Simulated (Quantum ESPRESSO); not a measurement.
The system is Tc.

```
CELL_PARAMETERS angstrom
2.74000 0.00000 0.00000
-1.37000 2.37291 0.00000
0.00000 0.00000 4.39800
ATOMIC_POSITIONS crystal
Tc 0.66667 0.33333 0.75000
Tc 0.33333 0.66667 0.25000
```

```yaml
Program: Quantum ESPRESSO 7.5
Task: phonons
Functional: LDA
Potentials_or_basis: JTH 2.0 LDA
Cutoff: 490 eV
Density_cutoff: 2939 eV
k_mesh: 11 × 11 × 6
Occupations: cold, width 0.272 eV
Spin: no spin polarisation
Form_of_the_LDA_correlation: PW92
Mixing_beta: 0.5
Most_SCF_iterations: 120
SCF_threshold: 4e-10 Ry
```

The cell and the atoms were relaxed first, to 13.74 Å³/atom (a = 2.707 Å, b = 2.707 Å, c = 4.330 Å, α = 90.00°, β = 90.00°, γ = 120.00°), and the response was taken there.

```cif
data_structure
_symmetry_space_group_name_H-M 'P 1'
_symmetry_Int_Tables_number 1
_cell_length_a 2.7068
_cell_length_b 2.7068
_cell_length_c 4.3297
_cell_angle_alpha 90.000
_cell_angle_beta 90.000
_cell_angle_gamma 120.000
_cell_volume 27.47
loop_
_atom_site_label
_atom_site_type_symbol
_atom_site_fract_x
_atom_site_fract_y
_atom_site_fract_z
_atom_site_occupancy
Tc1 Tc 0.66667 0.33333 0.75000 1
Tc2 Tc 0.33333 0.66667 0.25000 1
```

Task: Which optical modes does the crystal have at the zone centre, and which show in infrared and Raman spectra?

Result: The optical modes are B1g + E2g. None is infrared active. Raman active: E2g.

Optical modes at Γ, degenerate ones joined:
| cm⁻¹ | components | symmetry | active in |
| --- | --- | --- | --- |
| 108 | 1 | B1g | silent |
| 137 | 2 | E2g | Raman |

Caveat: the mesh is thin for the phonons of a metal; the cutoff is low for these files, which shifts pressure and relaxed volume.
